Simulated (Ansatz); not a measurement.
The system is Pb.

```
Pb
1.0
     3.48000    0.00000    0.00000
    -1.74000    3.01377    0.00000
     0.00000    0.00000    5.59000
Pb
2
Direct
  0.66667 0.33333 0.75000
  0.33333 0.66667 0.25000
```

This isn't the form of Pb at room conditions, which is fcc.

```yaml
Program: Ansatz 0.2.0
Task: relaxation of cell and atoms
Functional: revPBE
Potentials_or_basis: Ansatz PAW
Cutoff: "420 eV (not typed: the program's choice for these potentials)"
k_mesh: 9 × 9 × 5
Occupations: fermi-dirac, width 0.05 eV
Spin: no spin polarisation
```

At the start: volume 29.31 Å³/atom.

Q: How do energy, volume and symmetry change on relaxing?

A: It ends after 6 steps and the volume is 32.68 Å³/atom (+11.5 %); space group P6_3/mmc (No. 194, to 0.05 Å).

Step by step:
```tsv
step	energy change (eV)	largest force (eV/Å)	volume (Å³)
1	0.0000	0.0000	58.63
2	-0.1149	0.0000	64.07
3	-0.1212	0.0000	65.23
4	-0.1222	0.0000	65.54
5	-0.1225	0.0000	65.37
6	-0.1233	0.0000	65.37
```

Final structure:
```xyz
2
Lattice="3.5441 0.0000 0.0000 -1.7721 3.0693 0.0000 0.0000 0.0000 6.0092" Properties=species:S:1:pos:R:3 pbc="T T T"
Pb    1.7721    1.0231    4.5069
Pb    0.0000    2.0462    1.5023
```

Caveat: the plane-wave basis is chosen anew once the cell has moved, so the energies of steps on either side of that aren't comparable; the PAW data sets come from PBE, with cores solved anew for the run's functional, which leaves a small shift of forces and pressure.
